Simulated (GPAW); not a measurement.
# AlNi (Pm-3m) in GPAW: notebook

Runs on AlNi. Level: PBEsol+U. Tasks: band structure.

Program: GPAW 26.7.0. These are calculated values, not measurements. Logs are shortened: lines on timing, memory, paths and dates and some standing lists are left out, and cuts for length are marked. The log counts tension as positive stress, the text compression.

### 1 The structure

The structure is cubic, space group Pm-3m (No. 221). Conventional cell: a = 2.881 Å, b = 2.881 Å, c = 2.881 Å, α = 90.00°, β = 90.00°, γ = 90.00°. Around Ni (site symmetry m-3m) lie 8 Al at 2.50 Å. Al (site symmetry m-3m) is surrounded by 8 Ni at 2.50 Å.

### 2 Band structure, PBEsol+U, collinear spin, ferromagnetic start

Input file run.py:

```python
from ase import Atoms
from ase.dft.bandgap import bandgap
from ase.io import write
from ase.units import GPa
from gpaw import GPAW, PW, setup_paths

setup_paths.insert(0, '.')

atoms = Atoms(['Ni', 'Al'],
              cell=[[2.881, 0.0, 0.0],
                    [0.0, 2.881, 0.0],
                    [0.0, 0.0, 2.881]],
              scaled_positions=[[0.5, 0.5, 0.5],
                                [0.0, 0.0, 0.0]],
              pbc=True)
atoms.set_initial_magnetic_moments([1.0, 0.0])

calc = GPAW(mode=PW(600),
            xc='PBEsol',
            kpts={'size': (9, 9, 9), 'gamma': True},
            occupations={'name': 'fermi-dirac', 'width': 0.05},
            setups={'Ni': ':d,6.0'},
            nbands=20,
            convergence={'density': 1e-05, 'energy': 1e-05},
            maxiter=150,
            txt='gpaw.txt')
atoms.calc = calc
energy = atoms.get_potential_energy()
forces = atoms.get_forces()
stress = atoms.get_stress()
calc.write('gs.gpw')
write('result.traj', atoms)
print(f'Energy: {energy:.6f} eV')
print('Forces (eV/A):')
print(forces.round(4))
print('Stress (GPa):', (stress / GPa).round(3))
print('Moments:', calc.get_magnetic_moments().round(3))
print('Fermi level:', round(calc.get_fermi_level(), 4), 'eV')
print(f'Gap: {bandgap(calc)[0]:.4f} eV, direct: {bandgap(calc, direct=True)[0]:.4f} eV')

path = atoms.cell.bandpath('GXMGRX,MR', npoints=60, eps=1e-4)
bs_calc = calc.fixed_density(kpts=path, symmetry='off', nbands=30,
                             convergence={'bands': 'CBM+6.0', 'eigenstates': 1e-6}, txt='bands.txt')
bs = bs_calc.band_structure()
bs.write('bs.json')
print(f'Gap on the path: {bandgap(bs_calc)[0]:.4f} eV')
```

Potentials or basis: PAW data sets generated in the run's folder for this functional, pw.

The run is started by

```sh
$ gpaw-setup -f PBEsol Al Ni
$ OMP_NUM_THREADS=1 python run.py
```

gpaw.txt:

```text
__  _  _
 | _ |_)|_||  |
 |__||  | ||/\| - 26.7.0

Input parameters:
  mode=PW(ecut=600.0),
  convergence={'density': 1e-05, 'energy': 1e-05},
  kpts=MonkhorstPack(size=(9, 9, 9), gamma=True),
  maxiter=150,
  nbands=20,
  occupations=Occupations(name='fermi-dirac', width=0.05),
  setups={'Ni': ':d,6.0'},
  xc=XC(name='PBEsol')

Diagonalizing LCAO Hamiltonian
Converting LCAO to pw mode
   .------.
  /|      |
 * |      |
 | | Ni   |
 | .------.
 |/      /
 Al-----*

Atoms  # Å, Bohr magnetons
|   | symbol |        x |        y |        z |    initial magnetic moments |
|---|--------|----------|----------|----------|-----------------------------|
| 0 |     Ni | 1.440500 | 1.440500 | 1.440500 | ( 0.0000,  0.0000,  1.0000) |
| 1 |     Al | 0.000000 | 0.000000 | 0.000000 | ( 0.0000,  0.0000,  0.0000) |

Unit cell  # Å
| periodic |        x |        y |        z |  lengths |    angles |
|----------|----------|----------|----------|----------|-----------|
|      yes | 2.881000 | 0.000000 | 0.000000 | 2.881000 | 90.000000 |
|      yes | 0.000000 | 2.881000 | 0.000000 | 2.881000 | 90.000000 |
|      yes | 0.000000 | 0.000000 | 2.881000 | 2.881000 | 90.000000 |

Number of symmetries: 48
Symmetry operations  # r_c * U_cc + t_c -> r_c
|    | kind |            matrix            |
|----|------|------------------------------|
|  0 |  E   |  1, 0, 0,  0, 1, 0,  0, 0, 1 |
|  1 |  σ   |  1, 0, 0,  0, 1, 0,  0, 0,-1 |
|  2 |  σ   |  1, 0, 0,  0, 0, 1,  0, 1, 0 |
|  3 |  C4  |  1, 0, 0,  0, 0, 1,  0,-1, 0 |
|  4 |  C4  |  1, 0, 0,  0, 0,-1,  0, 1, 0 |
|  5 |  σ   |  1, 0, 0,  0, 0,-1,  0,-1, 0 |
|  6 |  σ   |  1, 0, 0,  0,-1, 0,  0, 0, 1 |
|  7 |  C2  |  1, 0, 0,  0,-1, 0,  0, 0,-1 |
|  8 |  σ   |  0, 1, 0,  1, 0, 0,  0, 0, 1 |
|  9 |  C2  |  0, 1, 0,  1, 0, 0,  0, 0,-1 |
| 10 |  C3  |  0, 1, 0,  0, 0, 1,  1, 0, 0 |
| 11 |  S6  |  0, 1, 0,  0, 0, 1, -1, 0, 0 |
| 12 |  S6  |  0, 1, 0,  0, 0,-1,  1, 0, 0 |
| 13 |  C3  |  0, 1, 0,  0, 0,-1, -1, 0, 0 |
| 14 |  C4  |  0, 1, 0, -1, 0, 0,  0, 0, 1 |
| 15 |  S4  |  0, 1, 0, -1, 0, 0,  0, 0,-1 |
| 16 |  C3  |  0, 0, 1,  1, 0, 0,  0, 1, 0 |
| 17 |  S6  |  0, 0, 1,  1, 0, 0,  0,-1, 0 |
| 18 |  σ   |  0, 0, 1,  0, 1, 0,  1, 0, 0 |
| 19 |  C4  |  0, 0, 1,  0, 1, 0, -1, 0, 0 |
| 20 |  C2  |  0, 0, 1,  0,-1, 0,  1, 0, 0 |
| 21 |  S4  |  0, 0, 1,  0,-1, 0, -1, 0, 0 |
| 22 |  S6  |  0, 0, 1, -1, 0, 0,  0, 1, 0 |
| 23 |  C3  |  0, 0, 1, -1, 0, 0,  0,-1, 0 |
| 24 |  S6  |  0, 0,-1,  1, 0, 0,  0, 1, 0 |
| 25 |  C3  |  0, 0,-1,  1, 0, 0,  0,-1, 0 |
| 26 |  C4  |  0, 0,-1,  0, 1, 0,  1, 0, 0 |
| 27 |  σ   |  0, 0,-1,  0, 1, 0, -1, 0, 0 |
| 28 |  S4  |  0, 0,-1,  0,-1, 0,  1, 0, 0 |
| 29 |  C2  |  0, 0,-1,  0,-1, 0, -1, 0, 0 |
| 30 |  C3  |  0, 0,-1, -1, 0, 0,  0, 1, 0 |
| 31 |  S6  |  0, 0,-1, -1, 0, 0,  0,-1, 0 |
| 32 |  C4  |  0,-1, 0,  1, 0, 0,  0, 0, 1 |
| 33 |  S4  |  0,-1, 0,  1, 0, 0,  0, 0,-1 |
| 34 |  S6  |  0,-1, 0,  0, 0, 1,  1, 0, 0 |
| 35 |  C3  |  0,-1, 0,  0, 0, 1, -1, 0, 0 |
| 36 |  C3  |  0,-1, 0,  0, 0,-1,  1, 0, 0 |
| 37 |  S6  |  0,-1, 0,  0, 0,-1, -1, 0, 0 |
| 38 |  σ   |  0,-1, 0, -1, 0, 0,  0, 0, 1 |
| 39 |  C2  |  0,-1, 0, -1, 0, 0,  0, 0,-1 |
[... 103 lines left out ...]
    |    p |        |      24.522 |    1.085 |
    |    d |        |       0.000 |    1.085 |

    Using partial waves for Al as LCAO basis

Reference energy: -47922.716557  # eV

eigensolver:
  PPCG
  Converge bands: occupied
  niter=2

density mixing:
  MSR1-Mixer
  Pratt-step length: 0.05
  Maximum mixing coefficient: 0.75
  Old densities: 10
  SVD Regularization: 0.005
  Good broyden scale: 1.0
  Trust region scale: 1.0
  Backstep threshold: 4.0
  History deletion threshold: 6.0
  Fourier metric: weight=20.0, sigma=0.015

occupation numbers:
  Fermi-Dirac:
    width: 0.0500  # eV

poisson solver:
  ecut: 4800.0  # eV

xc functional:
  name: PBEsol with 2 nearest neighbor stencil

convergence criteria:
- Maximum integral of absolute [dens]ity change: 1e-05 electrons / valence electron
- Maximum [total energy] change in last 3 cyles: 1e-05 eV / valence electron
- Maximum integral of absolute [eigenst]ate change: 4e-08 eV^2 / valence electron
maximum number of iterations: 150

SCF iterations
|iter     | |      energy | eigst |  dens |  magmom |
|---------|-|-------------|-------|-------|---------|
|iter:   1| |  -10.563895 | +0.24 |       |  +1.0022|
|iter:   2| |  -10.093809 | -2.32 | -0.91 |  +0.9654|
|iter:   3| |   -9.762645 | -2.07 | -1.02 |  +0.7707|
|iter:   4| |   -9.865184 | -3.04 | -1.43 |  +0.6286|
|iter:   5| |   -9.951230 | -2.56 | -1.52 |  +0.3594|
|iter:   6| |   -9.966401 | -3.86 | -2.03 |  +0.2433|
|iter:   7| |   -9.975592 | -4.06 | -2.19 |  +0.0939|
|iter:   8| |   -9.979086 | -4.35 | -2.33 |  +0.0922|
|iter:   9| |   -9.980231 | -4.89 | -2.71 |  +0.0714|
|iter:  10| |   -9.980625 | -5.62 | -3.18 |  +0.0567|
|iter:  11| |   -9.981075 | -5.20 | -3.24 |  +0.0289|
|iter:  12| |   -9.981217 | -5.27 | -3.44 |  +0.0016|
|iter:  13| |   -9.981219c| -7.42c| -3.61 |  +0.0009|
|iter:  14| |   -9.981222c| -7.25 | -3.86 |  -0.0013|
|iter:  15| |   -9.981223c| -8.30c| -4.84 |  -0.0006|
|iter:  16| |   -9.981224c| -7.95c| -5.10c|  -0.0002|

Converged in 16 steps
Energy contributions relative to reference atoms: (reference = -47922.716557)

Energy contributions:
  Kinetic:          23.552657
  Coulomb:         -16.353986
  Zero:              0.012177
  External:          0.000000
  Xc:              -17.188609
  Entropy:          -0.006926
  Spinorbit:         0.000000
  ----------------------------
  Free energy:      -9.984687
  Extrapolated:     -9.981224

dipole moment: (-4.928662, -4.928662, -4.928662)  # |e|*Ang

Total magnetic moment: (0.000000, 0.000000, -0.000159)

Local magnetic moments
|        x |        y |         z |
|----------|----------|-----------|
| 0.000000 | 0.000000 | -0.000143 |  # Ni   0
| 0.000000 | 0.000000 | -0.000017 |  # Al   1

Fermi level: 8.489
Eigenvalues  # (at kpt = [0.000, 0.000, 0.000])
| band index |      eig [eV] | occ [0-1] |      eig [eV] | occ [0-1] |
|------------|---------------|-----------|---------------|-----------|
|          0 |       -52.978 |     1.000 |       -52.979 |     1.000 |
|          1 |       -52.978 |     1.000 |       -52.979 |     1.000 |
|          2 |       -52.978 |     1.000 |       -52.979 |     1.000 |
|          3 |        -2.299 |     1.000 |        -2.299 |     1.000 |
|          4 |         4.850 |     1.000 |         4.850 |     1.000 |
|          5 |         4.850 |     1.000 |         4.850 |     1.000 |
[... 9 lines left out ...]
|         15 |        29.516 |     0.000 |        29.516 |     0.000 |
|         16 |        29.516 |     0.000 |        29.516 |     0.000 |
|        ... |               |           |               |           |
|         19 |        32.368 |     0.000 |        32.368 |     0.000 |

No gap
No difference between direct/indirect transitions

Forces  # eV/Ang
|        x |        y |        z |
|----------|----------|----------|
| -0.00000 | -0.00000 | -0.00000 |  # Ni   0
| -0.00000 |  0.00000 |  0.00000 |  # Al   1

Stress tensor  # eV/Ang^3
|         x |         y |        z |
|-----------|-----------|----------|
|  0.040206 | -0.000000 | 0.000000 |
| -0.000000 |  0.040206 | 0.000000 |
|  0.000000 |  0.000000 | 0.040206 |

# Writing to gs.gpw (mode='')
```

Wall time 70 s (1 thread of Arm Neoverse V1, shared host); peak memory 0.23 GiB.

Results:

| Quantity | Value |
| --- | --- |
| Free energy | -9.9847 eV |
| Pressure | -6.4 GPa |
| Band gap along the path | none (metal or under the smearing width) |
| Net moment | 0.00 μB per cell |

Levels at the corners of the path, in eV from the Fermi level:
Spin up:
```
point  band 6  band 7  band 8  band 9  band 10  band 11  band 12  band 13
    Γ   -3.64   -2.00   -2.00   -2.00     5.84     5.84     5.84     8.35
    X   -3.19   -2.70   -2.70   -1.91    -0.90     8.51    10.43    10.43
    M   -2.55   -2.55   -2.54   -2.54    -1.40     1.78     2.51    12.46
    Γ   -3.64   -2.00   -2.00   -2.00     5.84     5.84     5.84     8.35
    R   -4.44   -1.37   -1.37    2.43     2.43     2.43     3.87     4.60
    X   -3.19   -2.70   -2.70   -1.91    -0.90     8.51    10.43    10.43
    M   -2.55   -2.55   -2.54   -2.54    -1.40     1.78     2.51    12.46
    R   -4.44   -1.37   -1.37    2.43     2.43     2.43     3.87     4.60
```
Spin down:
| point | band 5 | band 6 | band 7 | band 8 | band 9 | band 10 | band 11 | band 12 | band 13 | band 14 |
| --- | --- | --- | --- | --- | --- | --- | --- | --- | --- | --- |
| Γ | -3.64 | -3.64 | -2.00 | -2.00 | -2.00 | 5.84 | 5.84 | 5.84 | 8.35 | 8.35 |
| X | -6.51 | -3.19 | -2.70 | -2.70 | -1.91 | -0.90 | 8.51 | 10.43 | 10.43 | 11.05 |
| M | -3.57 | -2.55 | -2.55 | -2.54 | -2.54 | -1.40 | 1.78 | 2.51 | 12.46 | 15.26 |
| Γ | -3.64 | -3.64 | -2.00 | -2.00 | -2.00 | 5.84 | 5.84 | 5.84 | 8.35 | 8.35 |
| R | -4.44 | -4.44 | -1.37 | -1.37 | 2.43 | 2.43 | 2.43 | 3.87 | 4.60 | 4.60 |
| X | -6.51 | -3.19 | -2.70 | -2.70 | -1.91 | -0.90 | 8.51 | 10.43 | 10.43 | 11.05 |
| M | -3.57 | -2.55 | -2.55 | -2.54 | -2.54 | -1.40 | 1.78 | 2.51 | 12.46 | 15.26 |
| R | -4.44 | -4.44 | -1.37 | -1.37 | 2.43 | 2.43 | 2.43 | 3.87 | 4.60 | 4.60 |

Caveat: the stock nickel data set gives pressures a few GPa off other programs; the U is typed as a test and isn't derived for this compound.

### 3 Band structure, PBEsol+U, collinear spin, ferromagnetic start

run.py, as its differences from that of step 2:

```diff
@@ -21,3 +21,3 @@
             occupations={'name': 'fermi-dirac', 'width': 0.05},
-            setups={'Ni': ':d,6.0'},
+            setups={'Ni': ':d,8.0'},
             nbands=20,
```

Potentials or basis: PAW data sets generated in the run's folder for this functional, pw.

The run is started by

```sh
$ gpaw-setup -f PBEsol Al Ni
$ OMP_NUM_THREADS=1 python run.py
```

gpaw.txt:

```text
__  _  _
 | _ |_)|_||  |
 |__||  | ||/\| - 26.7.0

Input parameters:
  mode=PW(ecut=600.0),
  convergence={'density': 1e-05, 'energy': 1e-05},
  kpts=MonkhorstPack(size=(9, 9, 9), gamma=True),
  maxiter=150,
  nbands=20,
  occupations=Occupations(name='fermi-dirac', width=0.05),
  setups={'Ni': ':d,8.0'},
  xc=XC(name='PBEsol')

Diagonalizing LCAO Hamiltonian
Converting LCAO to pw mode
   .------.
  /|      |
 * |      |
 | | Ni   |
 | .------.
 |/      /
 Al-----*

Atoms  # Å, Bohr magnetons
|   | symbol |        x |        y |        z |    initial magnetic moments |
|---|--------|----------|----------|----------|-----------------------------|
| 0 |     Ni | 1.440500 | 1.440500 | 1.440500 | ( 0.0000,  0.0000,  1.0000) |
| 1 |     Al | 0.000000 | 0.000000 | 0.000000 | ( 0.0000,  0.0000,  0.0000) |

Unit cell  # Å
| periodic |        x |        y |        z |  lengths |    angles |
[... 226 lines left out ...]
  Free energy:      -8.954061
  Extrapolated:     -8.950163

dipole moment: (-4.929535, -4.929535, -4.929535)  # |e|*Ang

Total magnetic moment: (0.000000, 0.000000, 0.000006)

Local magnetic moments
|        x |        y |         z |
|----------|----------|-----------|
| 0.000000 | 0.000000 |  0.000002 |  # Ni   0
| 0.000000 | 0.000000 | -0.000001 |  # Al   1

Fermi level: 8.346
Eigenvalues  # (at kpt = [0.000, 0.000, 0.000])
| band index |      eig [eV] | occ [0-1] |      eig [eV] | occ [0-1] |
|------------|---------------|-----------|---------------|-----------|
|          0 |       -52.383 |     1.000 |       -52.383 |     1.000 |
|          1 |       -52.383 |     1.000 |       -52.383 |     1.000 |
|          2 |       -52.383 |     1.000 |       -52.383 |     1.000 |
|          3 |        -2.309 |     1.000 |        -2.309 |     1.000 |
|          4 |         4.525 |     1.000 |         4.525 |     1.000 |
|          5 |         4.525 |     1.000 |         4.525 |     1.000 |
[... 9 lines left out ...]
|         15 |        29.402 |     0.000 |        29.402 |     0.000 |
|         16 |        29.402 |     0.000 |        29.402 |     0.000 |
|        ... |               |           |               |           |
|         19 |        32.352 |     0.000 |        32.352 |     0.000 |

No gap
No difference between direct/indirect transitions

Forces  # eV/Ang
|        x |        y |        z |
|----------|----------|----------|
|  0.00000 |  0.00000 |  0.00000 |  # Ni   0
| -0.00000 | -0.00000 | -0.00000 |  # Al   1

Stress tensor  # eV/Ang^3
|        x |        y |        z |
|----------|----------|----------|
| 0.047595 | 0.000000 | 0.000000 |
| 0.000000 | 0.047595 | 0.000000 |
| 0.000000 | 0.000000 | 0.047595 |

# Writing to gs.gpw (mode='')
```

stdout:

```text
Energy: -8.950163 eV
Forces (eV/A):
[[ 0.  0.  0.]
 [-0. -0. -0.]]
Stress (GPa): [7.626 7.626 7.626 0.    0.    0.   ]
Moments: [ 0. -0.]
Fermi level: 8.3464 eV
Gap: 0.0000 eV, direct: 0.0000 eV
Gap on the path: 0.0000 eV
```

bands.txt:

```text
Diagonalizing LCAO Hamiltonian
Converting LCAO to pw mode
convergence criteria:
- Maximum integral of absolute [eigenst]ate change: 1e-06 eV^2 / valence electron
maximum number of iterations: 150

SCF iterations
|iter     | |      energy | eigst |  dens |  magmom |
[... 66 lines left out ...]
         [0.5       , 0.5       , 0.0625    ],
         [0.5       , 0.5       , 0.125     ],
         [0.5       , 0.5       , 0.1875    ],
         [0.5       , 0.5       , 0.25      ],
         [0.5       , 0.5       , 0.3125    ],
         [0.5       , 0.5       , 0.375     ],
         [0.5       , 0.5       , 0.4375    ],
         [0.5       , 0.5       , 0.5       ]])),
  maxiter=150,
  nbands=30,
  occupations=Occupations(name='fermi-dirac', width=0.05),
  setups={'Ni': ':d,8.0'},
  symmetry=Symmetry(point_group=False, time_reversal=False),
  xc=XC(name='PBEsol')
```

Run time: 74 s. Hardware: 1 thread of Arm Neoverse V1, shared host; peak memory 0.23 GiB.

Results:

| Property | Result |
| --- | --- |
| Free energy | -8.9541 eV |
| Pressure | -7.6 GPa |
| Band gap along the path | none (metal or under the smearing width) |
| Net moment | 0.00 μB per cell |

Levels at the corners of the path, in eV from the Fermi level:
Spin up:
| point | band 6 | band 7 | band 8 | band 9 | band 10 | band 11 | band 12 | band 13 |
| --- | --- | --- | --- | --- | --- | --- | --- | --- |
| Γ | -3.82 | -2.16 | -2.16 | -2.16 | 5.97 | 5.97 | 5.97 | 8.38 |
| X | -3.39 | -2.86 | -2.86 | -2.07 | -1.04 | 8.59 | 10.59 | 10.59 |
| M | -2.70 | -2.70 | -2.43 | -2.43 | -1.60 | 1.89 | 2.48 | 12.52 |
| Γ | -3.82 | -2.16 | -2.16 | -2.16 | 5.97 | 5.97 | 5.97 | 8.38 |
| R | -4.56 | -1.57 | -1.57 | 2.61 | 2.61 | 2.61 | 3.93 | 4.61 |
| X | -3.39 | -2.86 | -2.86 | -2.07 | -1.04 | 8.59 | 10.59 | 10.59 |
| M | -2.70 | -2.70 | -2.43 | -2.43 | -1.60 | 1.89 | 2.48 | 12.52 |
| R | -4.56 | -1.57 | -1.57 | 2.61 | 2.61 | 2.61 | 3.93 | 4.61 |
Spin down:
```tsv
point	band 6	band 7	band 8	band 9	band 10	band 11	band 12	band 13
Γ	-3.82	-2.16	-2.16	-2.16	5.97	5.97	5.97	8.38
X	-3.39	-2.86	-2.86	-2.07	-1.04	8.59	10.59	10.59
M	-2.70	-2.70	-2.43	-2.43	-1.60	1.89	2.48	12.52
Γ	-3.82	-2.16	-2.16	-2.16	5.97	5.97	5.97	8.38
R	-4.56	-1.57	-1.57	2.61	2.61	2.61	3.93	4.61
X	-3.39	-2.86	-2.86	-2.07	-1.04	8.59	10.59	10.59
M	-2.70	-2.70	-2.43	-2.43	-1.60	1.89	2.48	12.52
R	-4.56	-1.57	-1.57	2.61	2.61	2.61	3.93	4.61
```

Caveat: the stock nickel data set gives pressures a few GPa off other programs; the U is typed as a test and isn't derived for this compound.
